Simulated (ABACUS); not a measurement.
PbS (Galena) under changes of volume

One of the cells (26.086 Å³/atom); the others are scaled copies at fixed shape and fractional positions:

```xyz
2
Lattice="-2.9657 0.0000 2.9657 0.0000 2.9657 2.9657 -2.9657 2.9657 0.0000" Properties=species:S:1:pos:R:3 pbc="T T T"
Pb    0.0000    0.0000    0.0000
S    -2.9657    2.9657    2.9657
```

| Quantity | Value |
| --- | --- |
| Program | ABACUS 3.10.1 |
| Functional | B86bPBE |
| Potentials or basis | PseudoDojo NC SR 0.4.1 PBE standard |
| Cutoff | 857 eV |
| Density cutoff | 3429 eV |
| Basis | plane waves |
| k mesh | 6 × 6 × 6 |
| Occupations | fermi-dirac, width 0.05 eV |
| Spin | no spin polarisation |

```csv
volume (Å³/atom),energy over the lowest point (meV/atom),pressure (GPa),gap on the mesh (eV)
24.521,57.89,7.1,0.15
25.042,37.11,5.5,0.24
25.564,?,?,?
26.086,10.22,2.7,0.39
26.607,3.23,1.5,0.46
27.129,0.00,0.4,0.53
27.651,0.16,-0.5,0.58
```

Problem. What does the run at 25.564 Å³/atom give?

Solution. Energy over the lowest point 21.36 meV/atom; pressure 4.1 GPa; gap on the mesh 0.32 eV.

Worked out: A Birch-Murnaghan fit of order 3 (a polynomial in V^(-2/3)) to the other rows has its minimum at 27.36 Å³/atom with B0 = V·E''(V) = 52 GPa and B' = 4.2. It gives 21.37 meV/atom at 25.564 Å³/atom, against the run's 21.36, and -dE/dV = 4.1 GPa, against 4.1. A parabola through the other rows of the gap, of slope 3.8 eV per unit of ln V (its deformation potential) there, gives 0.32 eV, against the run's 0.32.

Energies are extrapolated to zero smearing.

Caveats: the potentials were made for another functional, which shifts forces and pressure; spin-orbit coupling is left out, which as a rule narrows the gap of such compounds by several tenths of an eV.

A mesh can miss the band edges.
